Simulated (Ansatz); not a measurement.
# Kick test of a cell of SnTe

It was reached by relaxing an invented guess, and it needn't be the stable form of this composition.

All numbers below come from Ansatz 0.2.0, DFT PBE, scalar-relativistic, plane waves, PAW. Settings: cutoff 420 eV, Γ-centred mesh 10×10×10 on the computed 4-atom cell, Gaussian smearing of 0.10 eV; no spin polarisation.

The cell below (4 atoms, space group P4/mmm (No. 123) when read loosely, Pmmm at 0.01 Å) is relaxed within its symmetry.

```
Sn Te
1.0
     3.17739   -4.47081    0.00000
     3.17739    4.47081    0.00000
     0.00000    0.00000    4.51418
Sn Te
2 2
Direct
  0.50000 0.50000 0.00000
  0.00000 0.00000 0.00000
  0.75000 0.25000 0.50000
  0.25000 0.75000 0.50000
```

For the test a repeat of it with 8 atoms (edges 5.48, 5.48, 9.03 Å) was strained at random (σ = 1.5 % a component), the atoms were moved at random (σ = 0.10 Å), and all was relaxed again on a coarse 4×4×4 mesh (in the run’s order of axes) with 0.20 eV smearing, with no symmetry imposed.

Spin–orbit coupling, which can matter for Te, is left out.

Problem. What happens?

Solution. It doesn't return. The energy falls by 20 meV/atom on that mesh, the volume changes by 2.8 %, and the end has space group Fmmm (No. 69) at a loose tolerance. Relaxed again on an 8×8×8 mesh with 0.01 eV smearing, the new structure lies 13 meV/atom below the first (mesh in the axes of the run's cell; the cell below is made exact in the group named). Space group Fmmm (No. 69), orthorhombic, a = 6.373 Å, b = 8.501 Å, c = 9.863 Å. Sn is surrounded by 2 Te at 3.00 Å, 2 Sn at 3.19 Å and 2 Te at 3.52 Å; Te has 2 Sn at 3.00 Å, 2 Te at 3.23 Å and 2 Sn at 3.52 Å.

```cif
data_structure
_symmetry_space_group_name_H-M 'Fmmm'
_symmetry_Int_Tables_number 69
_cell_length_a 6.3731
_cell_length_b 8.5011
_cell_length_c 9.8627
_cell_angle_alpha 90.000
_cell_angle_beta 90.000
_cell_angle_gamma 90.000
_cell_volume 534.34
loop_
_atom_site_label
_atom_site_type_symbol
_atom_site_symmetry_multiplicity
_atom_site_Wyckoff_symbol
_atom_site_fract_x
_atom_site_fract_y
_atom_site_fract_z
_atom_site_occupancy
Sn1 Sn 8 h 0.50000 0.23901 0.00000 1
Te1 Te 8 i 0.50000 0.00000 0.22333 1
```
